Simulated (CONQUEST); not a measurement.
# Al under changes of volume

One of the cells (16.116 Å³/atom); the others are scaled copies at fixed shape and fractional positions:

```xyz
2
Lattice="3.1824 0.0000 0.0000 0.0000 3.1824 0.0000 0.0000 0.0000 3.1824" Properties=species:S:1:pos:R:3 pbc="T T T"
Al    0.0000    0.0000    0.0000
Al    1.5912    1.5912    1.5912
```

This isn't the form of Al at room conditions, which is fcc.

```yaml
Program: CONQUEST 1.3
Functional: PBE
Potentials_or_basis: PseudoDojo NC PBE, DZP, grid of 32 × 32 × 32 points
k_mesh: 8 × 8 × 8
Occupations: fermi-dirac, width 0.05 eV
Spin: no spin polarisation
```

```tsv
volume (Å³/atom)	energy over the lowest point (meV/atom)	pressure (GPa)
15.149	61.92	10.6
15.471	42.79	8.5
15.793	27.29	6.7
16.116	15.91	4.7
16.438	7.54	3.3
16.760	?	?
17.083	0.00	0.5
```

Q: What does the run at 16.760 Å³/atom give?

A: Energy over the lowest point 2.31 meV/atom; pressure 1.6 GPa.

Worked out: A Birch-Murnaghan fit of order 3 (a polynomial in V^(-2/3)) to the other rows has its minimum at 17.22 Å³/atom, just outside them, with B0 = V·E''(V) = 66 GPa and B' = 3.6. It gives 2.38 meV/atom at 16.760 Å³/atom, against the run's 2.31, and -dE/dV = 1.9 GPa, against 1.6.

Energies are extrapolated to zero smearing.

Caveats: the basis of atomic orbitals isn't converged, which shifts pressures, moduli and gaps.
